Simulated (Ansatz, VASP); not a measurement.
# One calculation of SrO (dq5), two programs

Contents of INCAR:

```
PREC = Accurate
ENCUT = 520
EDIFF = 1E-6
ISMEAR = 0
SIGMA = 0.1
LREAL = False
LASPH = True
NELM = 80
ALGO = Normal
ISIF = 2
LWAVE = False
LCHARG = False
NBANDS = 15
```

The input KPOINTS:

```
Automatic mesh
0
Gamma
  6 6 6
```

POSCAR

```
SrO
1.0
    0.0000000000      2.5806600000      2.5806600000
    2.5806600000      0.0000000000      2.5806600000
    2.5806600000      2.5806600000      0.0000000000
Sr O
1 1
Direct
    0.0000000000      0.0000000000      0.0000000000
    0.5000000000      0.5000000000      0.5000000000
```

Input for Ansatz:

```yaml
crystal:
  lattice:
    - [0.0, 2.58066, 2.58066]
    - [2.58066, 0.0, 2.58066]
    - [2.58066, 2.58066, 0.0]
  atoms:
    - { symbol: Sr, position: [0.0, 0.0, 0.0] }
    - { symbol: O, position: [0.5, 0.5, 0.5] }
basis:
  ecutwfc: 420
kpoints:
  mp_grid: { grid: [6, 6, 6] }
hamiltonian:
  xc: lda
  pseudopotentials: { kind: paw, azcp: { folder: soft_1 } }
scf:
  occupations: { method: gaussian, width: 0.1 }
output:
  forces: true
  stress: true
  eigenvalues: true
```

Alike in both runs: task single point; functional LDA; k mesh 6 × 6 × 6; occupations gaussian, width 0.1 eV; no spin polarisation.

|  | VASP | Ansatz |
| --- | --- | --- |
| version | VASP 6.6.1 | Ansatz 0.2.0 |
| potentials or method | VASP PAW LDA potentials, release 64 (Sr_sv, O) | scalar-relativistic, plane waves, PAW |
| plane-wave cutoff (eV) | 520 | 420 |
| valence electrons in the cell | 16 | 16 |

Ansatz gave:

- gap on the k mesh at the Fermi level (eV): 3.16
- least direct gap on the mesh (eV): 3.25
- pressure (GPa): -5.2

Question: What did VASP give for the same quantities?

Answer: gap on the k mesh at the Fermi level (eV): 3.11; least direct gap on the mesh (eV): 3.20; pressure (GPa): -4.6.

Ansatz warned: «pseudo_functional_mismatch».

A k mesh can miss the band edges. As with any semilocal functional, this LDA gap is likely too small.
